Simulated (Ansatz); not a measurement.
# AlNi (Pm-3m) in Ansatz: a series of runs

The runs below take AlNi through relaxation of cell and atoms, with PBE, PBEsol.

Program: Ansatz 0.2.0. These are calculated values, not measurements. Logs are shortened: lines on timing, memory, paths and dates and some standing lists are left out, and cuts for length are marked.

**1. The structure**

Symmetry: Pm-3m, No. 221, cubic system. Conventional cell: a = 2.881 Å, b = 2.881 Å, c = 2.881 Å, α = 90.00°, β = 90.00°, γ = 90.00°. Ni (site symmetry m-3m) is surrounded by 8 Al at 2.50 Å. Al (site symmetry m-3m) is surrounded by 8 Ni at 2.50 Å.

**2. Relaxation of cell and atoms, PBE, collinear spin, ferromagnetic start**

input.yaml

```yaml
crystal:
  lattice:
    - [2.881, 0.0, 0.0]
    - [0.0, 2.881, 0.0]
    - [0.0, 0.0, 2.881]
  atoms:
    - { symbol: Ni, position: [0.5, 0.5, 0.5], spin: 1.0 }
    - { symbol: Al, position: [0.0, 0.0, 0.0] }
hamiltonian:
  xc: pbe
  pseudopotentials: { kind: paw }
magnetization:
  spin_polarized: true
kpoints:
  mp_grid: { grid: [9, 9, 9] }
scf:
  occupations: { method: fermi_dirac, width: 0.05 }
output:
  forces: true
  stress: true
  write_density: true
  write_potential: true
  elf: true
  volumetric_format: npy
relax:
  f_tol: 0.01
  max_steps: 40
  cell: { stress_tol: 0.05 }
```

Potentials or basis: Ansatz PAW.

Started as:

```bash
$ ansatz run input.yaml --threads 2 --pin off --max-ram 5632MiB --backend cpu --events-out ev --progress --plain --runs-dir out
```

The log of the run:

```text
Warning: RAYON_NUM_THREADS=2 ignored (pool sized by the plan → 2); use --threads N
Engine: ansatz 0.2.0, x86_64-unknown-linux-gnu
Pseudopotentials: kind: paw
Pseudopotential: Ni, paw, valence charge 18, recommended cutoff 420 eV (normal), Ni.paw.azcp
Pseudopotential: Al, paw, valence charge 3, recommended cutoff 420 eV (normal), Al.paw.azcp
Functional definition: PBE
  parameter kappa = 0.804
  parameter beta = 0.06672455060314922
  exchange = pbe_x(kappa = kappa, mu = beta*pi^2/3)
  correlation = pbe_c(beta = beta)
Crystal: 2 atoms, lattice volume = 23.913 Å³
Basis set: ecut = 420 eV, 461 PW (Γ), exchange–correlation on 40×40×40 points (8 copies of the dense FFT grid, shifted against one another)
Bands: 15, of which v1, the nominal top of the filled ones, is band 11 counted from 1 (10 counted from 0)
Symmetry: 48 space group operations
Space group: Pm-3m (ITA 221), of the structure as read, at distance tolerance 2.9e-5 Å
Magnetic group: BNS 221.92 (UNI 1594), of the structure as read, at distance tolerance 2.9e-5 Å
k-points: 35 of 729
Non-local potential: Ni, projectors of the file, l = 0: 3, l = 1: 2, l = 2: 3, l = 3: 1
Non-local potential: Al, projectors of the file, l = 0: 2, l = 1: 2, l = 2: 1
PAW form: soft (Blöchl's): semilocal exchange-correlation on the pseudo side does not see the compensation charge
PAW one-centre angular grid: Ni, 590 points (default); XC on 64 Gauss nodes
PAW one-centre angular grid: Al, 110 points (default); XC on 64 Gauss nodes
Initial density: superposition of atomic densities (chi_scale 0.1, normalization cell)
Starting moments: Σ|m| = 1 μB on 1 of 2 sites
Initial wavefunctions: pseudopotential atomic-orbital guess
Functional: x = pbe(κ = 0.804, μ = 0.2195149727645171), c = pbe(β = 0.06672455060314922)
iter 1 solved again at ethr=3.01e-3 eV; its pass at ethr=3.10e-3 eV (dr2=6.32e-1 eV) is discarded
SCF iter   1: F=—  HF=-6377.079204 eV  |F-HF|=—  |Δ(HF+E_count)|=         —  Δρ=5.05e-2 (↑5.05e-2 ↓2.70e-2)  dr2=6.32e-1  dr2_m=1.33e-1  M=0.598 μB ∫|m|=0.758 μB  β_m=0.30  ethr=3.01e-3  ⟨swp⟩=1.0  Hψ=6356  notcnv=0
Mixer restart at iter 1: flushing history
preconditioner: auto → none  [metal: Δε(μ)=0.001 eV  Ē_g=9.264 eV  σ=0.050 eV  W_gap=0.00  n_scr=6 (ndim 8)  ℏωp=27.4 eV  f_vac=0.000  D(μ)=1.75/eV (n_scr^D=18)  sad-step TF]
SCF iter   2: F=—  HF=-6376.999000 eV  |F-HF|=—  |Δ(HF+E_count)|=   8.02e-2  Δρ=4.92e-2 (↑1.68e-2 ↓4.92e-2)  dr2=3.87e-1  dr2_m=1.93e-1  M=0.474 μB ∫|m|=0.616 μB  β_m=0.33  ethr=3.01e-3  ⟨swp⟩=2.1  Hψ=1661  notcnv=0
SCF iter   3: F=—  HF=-6377.614422 eV  |F-HF|=—  |Δ(HF+E_count)|=   6.15e-1  Δρ=3.09e-2 (↑2.60e-2 ↓3.09e-2)  dr2=7.06e-2  dr2_m=1.65e-1  M=0.417 μB ∫|m|=0.557 μB  β_m=0.23  ethr=1.84e-3  ⟨swp⟩=2.8  Hψ=2199  notcnv=0  defer=13
SCF iter   4: F=—  HF=-6378.118519 eV  |F-HF|=—  |Δ(HF+E_count)|=         —  Δρ=6.21e-2 (↑4.77e-2 ↓6.21e-2)  dr2=7.52e-2  dr2_m=6.56e-1  M=0.099 μB ∫|m|=0.155 μB  β_m=0.66  ethr=3.36e-4  ⟨swp⟩=2.3  Hψ=1600  notcnv=0  defer=15
Mixer restart at iter 4: flushing history
SCF iter   5: F=—  HF=-6378.456349 eV  |F-HF|=—  |Δ(HF+E_count)|=   3.38e-1  Δρ=3.03e-2 (↑3.03e-2 ↓2.23e-2)  dr2=9.04e-3  dr2_m=1.50e-1  M=0.047 μB ∫|m|=0.079 μB  β_m=0.83  ethr=3.36e-4  ⟨swp⟩=3.2  Hψ=2327  notcnv=0  defer=17
SCF iter   6: F=—  HF=-6378.836266 eV  |F-HF|=—  |Δ(HF+E_count)|=   3.80e-1  Δρ=5.47e-2 (↑4.87e-2 ↓5.47e-2)  dr2=1.65e0  dr2_m=2.02e-3  M=0.004 μB ∫|m|=0.011 μB  β_m=0.51  ethr=4.31e-5  ⟨swp⟩=3.2  Hψ=2833  notcnv=0  defer=20  recentre
SCF iter   7: F=—  HF=-6378.528939 eV  |F-HF|=—  |Δ(HF+E_count)|=   3.07e-1  Δρ=1.54e-3 (↑1.22e-3 ↓1.54e-3)  dr2=1.01e-3  dr2_m=1.21e-4  M=0.003 μB ∫|m|=0.009 μB  β_m=0.71  ethr=4.31e-5  ⟨swp⟩=3.6  Hψ=3011  notcnv=0  defer=21
[... 38 lines left out ...]
SCF 3 converged in 7 iterations: F = -6378.529934 eV  dr2 = 5.44e-10
relax step   3: F+E_penalty+E_count = -6378.52993379 eV  Δ(F+E_penalty+E_count) = -2.254e-4 eV  max|allowed force component| = 1.065e-29 eV/Å  Δτ_max = 0.0000 Å  P = +0.014 GPa  Ω = 24.197 Å³  energy of the carried Pulay correction = -1.116e-4 eV  (7 SCF iters, dr2 threshold 2.00e-7 eV, accepted)
Initial wavefunctions: pseudopotential atomic-orbital guess (no wavefunctions were taken with the density)
iter 1 solved again at ethr=5.32e-9 eV; its pass at ethr=3.10e-3 eV (dr2=1.12e-6 eV) is discarded
SCF iter   1: F=—  HF=-6378.529997 eV  |F-HF|=—  |Δ(HF+E_count)|=         —  Δρ=1.78e-4 (↑1.78e-4 ↓1.78e-4)  dr2=6.74e-7  dr2_m=1.50e-11  M=0.000 μB ∫|m|=0.000 μB  β_m=0.65  ethr=5.32e-9  ⟨swp⟩=3.1  Hψ=8078  notcnv=0
preconditioner: auto → none  [metal: Δε(μ)=0.103 eV  Ē_g=9.553 eV  σ=0.050 eV  W_gap=0.47  n_scr=0 (ndim 8)  ℏωp=27.2 eV  f_vac=0.000  D(μ)=0.80/eV (n_scr^D=6)]
SCF iter   2: F=—  HF=-6378.530047 eV  |F-HF|=—  |Δ(HF+E_count)|=   4.94e-5  Δρ=6.25e-5 (↑6.25e-5 ↓6.25e-5)  dr2=1.00e-7  dr2_m=4.09e-12  M=0.000 μB ∫|m|=0.000 μB  β_m=0.61  ethr=3.21e-9  ⟨swp⟩=1.0  Hψ=1050  notcnv=0
SCF iter   3: F=—  HF=-6378.530054 eV  |F-HF|=—  |Δ(HF+E_count)|=   6.77e-6  Δρ=1.91e-5 (↑1.90e-5 ↓1.91e-5)  dr2=1.49e-7  dr2_m=1.07e-12  M=0.000 μB ∫|m|=0.000 μB  β_m=0.44  ethr=4.76e-10  ⟨swp⟩=2.0  Hψ=1714  notcnv=0
SCF iter   4: F=—  HF=-6378.530054 eV  |F-HF|=—  |Δ(HF+E_count)|=   1.25e-7  Δρ=2.88e-6 (↑2.88e-6 ↓2.82e-6)  dr2=3.15e-9  dr2_m=5.86e-13  M=0.000 μB ∫|m|=0.000 μB  β_m=0.59  ethr=4.76e-10  ⟨swp⟩=2.1  Hψ=1444  notcnv=0
SCF iter   5: F=—  HF=-6378.530054 eV  |F-HF|=—  |Δ(HF+E_count)|=   1.30e-8  Δρ=9.97e-7 (↑9.97e-7 ↓9.56e-7)  dr2=6.24e-10  dr2_m=9.65e-14  M=0.000 μB ∫|m|=0.000 μB  β_m=0.80  ethr=1.50e-11  ⟨swp⟩=2.0  Hψ=1462  notcnv=0
SCF iter   6: F=—  HF=-6378.530054 eV  |F-HF|=—  |Δ(HF+E_count)|=   1.35e-7  Δρ=6.16e-7 (↑6.16e-7 ↓6.08e-7)  dr2=3.64e-10  dr2_m=4.87e-15  M=0.000 μB ∫|m|=0.000 μB  β_m=0.58  ethr=2.97e-12  ⟨swp⟩=2.0  Hψ=1508  notcnv=0
SCF iter   7: F=—  HF=-6378.530054 eV  |F-HF|=—  |Δ(HF+E_count)|=  1.38e-10  Δρ=3.38e-7 (↑3.38e-7 ↓3.33e-7)  dr2=1.09e-10  dr2_m=2.50e-15  M=0.000 μB ∫|m|=0.000 μB  β_m=0.79  ethr=1.73e-12  ⟨swp⟩=1.6  Hψ=1224  notcnv=0
SCF iter   8: F=—  HF=-6378.530054 eV  |F-HF|=—  |Δ(HF+E_count)|=  2.96e-10  Δρ=1.59e-7 (↑1.58e-7 ↓1.59e-7)  dr2=1.30e-11  dr2_m=1.01e-16  M=-0.000 μB ∫|m|=0.000 μB  β_m=0.75  ethr=1.00e-12  ⟨swp⟩=2.0  Hψ=1496  notcnv=0
SCF iter   9: F=—  HF=-6378.530054 eV  |F-HF|=—  |Δ(HF+E_count)|=  8.19e-12  Δρ=8.12e-8 (↑8.12e-8 ↓7.97e-8)  dr2=7.19e-12  dr2_m=1.20e-15  M=-0.000 μB ∫|m|=0.000 μB  β_m=0.88  ethr=1.00e-12  ⟨swp⟩=2.1  Hψ=1324  notcnv=0
SCF iter  10: F=-6378.530054 eV  HF=-6378.530054 eV  |F-HF|=1.82e-12  |Δ(HF+E_count)|=  4.55e-12  Δρ=2.60e-8 (↑2.50e-8 ↓2.60e-8)  dr2=3.65e-13  dr2_m=5.59e-17  M=-0.000 μB ∫|m|=0.000 μB  ethr=1.00e-12  ⟨swp⟩=3.1  Hψ=3860  notcnv=0
the starting moments were not kept: the SCF closed with an absolute magnetisation of 5.1e-9 μB, where they sum to 1 μB in size (1 site). That is at most 0.1 of that sum. Measured as dr2_m measures the in/out step, that magnetisation stands 5.9e-17 eV from none, at or under the dr2_threshold of 2.0e-11 eV: it is no larger than a step whose dr2_m would equal this threshold.
SCF 4 converged in 10 iterations: F = -6378.530054 eV  dr2 = 3.65e-13
relax step   4: F+E_penalty+E_count = -6378.53005361 eV  Δ(F+E_penalty+E_count) = -1.198e-4 eV  max|allowed force component| = 5.267e-30 eV/Å  Δτ_max = 0.0000 Å  P = +0.017 GPa  Ω = 24.197 Å³  stress off target by 1.68e-2 GPa  SCF on the basis re-selected at this cell (its energy is not comparable with the rows above)  (10 SCF iters)
basis re-selected at this cell: Δ(F+E_penalty+E_count) = -1.198e-4 eV, ΔP = +0.003 GPa vs the last step (what re-selecting the basis moved, of the pressure what is left beyond the Pulay correction that the steps carried, after the strain that the cell walked since its last selection, with what the two solves' SCF thresholds leave and, on support functions, any second-order correction that the steps lacked; it is no measure of the basis error at this ecutwfc). This SCF's stress stands 1.68e-2 GPa from its target on what of the cell is left free (relax.cell.stress_tol is 5.00e-2 GPa) and its largest allowed force component is 5.27e-30 eV/Å (relax.f_tol is 1.00e-2 eV/Å): within both
SCF converged after 10 iterations
Magnetization: -0.0000 μB (10.5000 up, 10.5000 down)
Absolute magnetization: 0.0000 μB (∫|ρ↑−ρ↓|, with the PAW one-centre terms)
Spin contamination: 0.0000 ħ² per cell (⟨S²⟩ above its minimum at these occupations)
Per-site moments (μB) at R_I (Å): [(-4.16211194850351e-9, 1.0332515278491403), (-4.604365413756099e-11, 1.0332515278491403)]
Free energy (F): -6378.530054 eV
Harris-Foulkes:  -6378.530054 eV  (|F-HF|=1.82e-12)
Internal energy: -6378.523302 eV  (E = F + TS)
E sigma→0 (E₀):  -6378.526678 eV
Entropy (-TS):   -0.006752 eV (-3.376 meV/atom)
Fermi energy:    13.782641 eV
--- Per-component energies (eV) ---
  E_band       = -339.992106
  E_kinetic    = 310.541221
  E_local      = -4462.754927  (includes V_loc(G=0)·N_el)
  E_nonlocal   = 647.600807
  E_hartree    = 1919.940463
  E_xc         = -126.093499
  E_vxc        = -140.385322  (∫ρ·V_xc dr)
  E_paw        = -2100.262109  (= ΣΔE_a)
  E_vpaw       = -534.875342  (= ΣTr[D̂ρ^β])
  E_aug_tail   = 0.000483  (compensation charges beyond the density's cutoff)
  E_ewald      = -2567.495741
  E_smearing   = -0.006752  (= −TS)
  E_closure    = -0.000000  (closes the sum)
  Σ components = -6378.530054   (vs F -6378.530054, Δ=0.00e0)
--- Forces (eV/Å), atoms counted from 1 ---
  atom   1  Ni     0.00000000     0.00000000     0.00000000
  atom   2  Al    -0.00000000     0.00000000    -0.00000000
  max |Σ_I F_I| component: 1.05e-29 eV/Å
--- Stress (GPa, compression-positive) ---
        0.016803       0.000000      -0.000000
        0.000000       0.016803       0.000000
       -0.000000       0.000000       0.016803
  P = ⅓ Tr σ = 0.0168 GPa (0.168 kbar)
--- Band table (eV; the first three rows and the last of 70) ---
  k-point 0 ↑: bands = ["-89.5170", "-49.9182", "-49.9182", "-49.9182", "2.7068", "10.5942", "10.5942", "12.2637", "12.2637", "12.2637", "19.2130", "19.2130", "19.2130", "21.8286", "21.8286"]
  k-point 1 ↑: bands = ["-89.5168", "-49.9207", "-49.9180", "-49.9180", "2.9320", "10.5695", "10.6461", "12.1692", "12.1692", "12.2739", "17.3696", "19.5076", "19.5076", "21.8427", "23.4086"]
  k-point 2 ↑: bands = ["-89.5164", "-49.9272", "-49.9175", "-49.9175", "3.5997", "10.3382", "10.7809", "11.9478", "11.9478", "12.2998", "15.0452", "20.3328", "20.3328", "21.8825", "24.9733"]
  k-point 34 ↓: bands = ["-89.5132", "-49.9355", "-49.9354", "-49.9354", "9.5608", "9.7979", "9.7979", "12.6759", "12.6759", "14.5069", "15.7176", "15.7176", "17.2877", "18.5828", "18.5828"]
--- Relaxed structure (3 steps of the walk, 3 accepted, 1 SCFs on fresh bases) ---
  F+E_penalty+E_count = -6378.53005361 eV   max|allowed force component| = 5.267e-30 eV/Å   (the final SCF, on the basis selected at the relaxed cell)
  cell:  # Å, volume = 24.1966 Å³
    - [2.8923541708814215, -4.49383653690355e-34, -2.5679065925163143e-34]
    - [-4.975319023000359e-34, 2.8923541708814215, 0.0]
    - [-2.407412430484045e-34, 0.0, 2.8923541708814215]
  atoms:
    - { symbol: Ni, position: [0.5, 0.5, 0.5] }
    - { symbol: Al, position: [3.621006779624399e-35, 1.1141559321929704e-35, 5.570779660959152e-36] }
```

Wall time 10 s (2 threads of Intel Xeon at 2.50GHz (Skylake/Cascade Lake), shared host); peak memory 0.34 GiB.

Results:

```yaml
Free_energy: -6378.5301 eV
Relaxed_volume: 12.10 Å³/atom
Relaxed_cell: a = 2.892 Å, b = 2.892 Å, c = 2.892 Å, α = 90.00°, β = 90.00°, γ = 90.00°
Space_group_after_relaxing_to_0.05_Å: Pm-3m (No. 221)
Energy_gained_by_relaxing: 0.9 meV/atom
Ionic_steps: 4
Pressure_after_relaxing: 0.0 GPa
Band_gap_on_the_k_mesh: none (metal or under the smearing width)
Net_moment: 0.00 μB per cell
Absolute_moment: 0.00 μB per cell
```

The path:
```
step  energy change (eV)  largest force (eV/Å)  volume (Å³)
   1              0.0000                0.0000        23.91
   2             -0.0014                0.0000        24.09
   3             -0.0016                0.0000        24.20
   4             -0.0017                0.0000        24.20
```

Final structure:
```yaml
crystal:
  lattice:
    - [2.89235, 0.00000, 0.00000]
    - [0.00000, 2.89235, 0.00000]
    - [0.00000, 0.00000, 2.89235]
  atoms:
    - { symbol: Ni, position: [0.50000, 0.50000, 0.50000] }
    - { symbol: Al, position: [0.00000, 0.00000, 0.00000] }
```

Caveat: the plane-wave basis is chosen anew once the cell has moved, so the energies of steps on either side of that aren't comparable; the starting moments weren't kept. PBE usually gives volumes a little too large and moduli too small.

**3. Relaxation of cell and atoms, PBEsol, collinear spin, ferromagnetic start**

input.yaml, as its differences from that of step 2:

```diff
@@ -9,3 +9,3 @@
 hamiltonian:
-  xc: pbe
+  xc: pbesol
   pseudopotentials: { kind: paw }
```

Potentials or basis: Ansatz PAW.

Started as:

```bash
$ ansatz run input.yaml --threads 2 --pin off --max-ram 5632MiB --backend cpu --events-out ev --progress --plain --runs-dir out
```

Run time: 9.6 s. Hardware: 2 threads of Intel Xeon at 2.50GHz (Skylake/Cascade Lake), shared host; peak memory 0.34 GiB.

The run converged. Its results:

| Property | Result |
| --- | --- |
| Free energy | -6330.8635 eV |
| Relaxed volume | 11.71 Å³/atom |
| Relaxed cell | a = 2.861 Å, b = 2.861 Å, c = 2.861 Å, α = 90.00°, β = 90.00°, γ = 90.00° |
| Space group after relaxing (to 0.05 Å) | Pm-3m (No. 221) |
| Energy gained by relaxing | 2.5 meV/atom |
| Ionic steps | 4 |
| Pressure after relaxing | 0.0 GPa |
| Band gap on the k mesh | none (metal or under the smearing width) |
| Net moment | 0.00 μB per cell |
| Absolute moment | 0.00 μB per cell |

The path:
```csv
step,energy change (eV),largest force (eV/Å),volume (Å³)
1,0.0000,0.0000,23.91
2,-0.0044,0.0000,23.62
3,-0.0053,0.0000,23.43
4,-0.0051,0.0000,23.43
```

Final structure:
```
CELL_PARAMETERS angstrom
2.86147 0.00000 0.00000
0.00000 2.86147 0.00000
0.00000 0.00000 2.86147
ATOMIC_POSITIONS crystal
Ni 0.50000 0.50000 0.50000
Al 0.00000 0.00000 0.00000
```

Levels at points of the mesh, in eV from the Fermi level:
Spin up:
| k point | band 8 | band 9 | band 10 | band 11 | band 12 | band 13 |
| --- | --- | --- | --- | --- | --- | --- |
| (0.00, 0.00, 0.00) | -1.60 | -1.60 | -1.60 | 5.55 | 5.55 | 5.55 |
Spin down:
| k point | band 8 | band 9 | band 10 | band 11 | band 12 | band 13 |
| --- | --- | --- | --- | --- | --- | --- |
| (0.00, 0.00, 0.00) | -1.60 | -1.60 | -1.60 | 5.55 | 5.55 | 5.55 |

Caveat: the plane-wave basis is chosen anew once the cell has moved, so the energies of steps on either side of that aren't comparable; the PAW data sets come from PBE, with cores solved anew for the run's functional, which leaves a small shift of forces and pressure; the starting moments weren't kept.
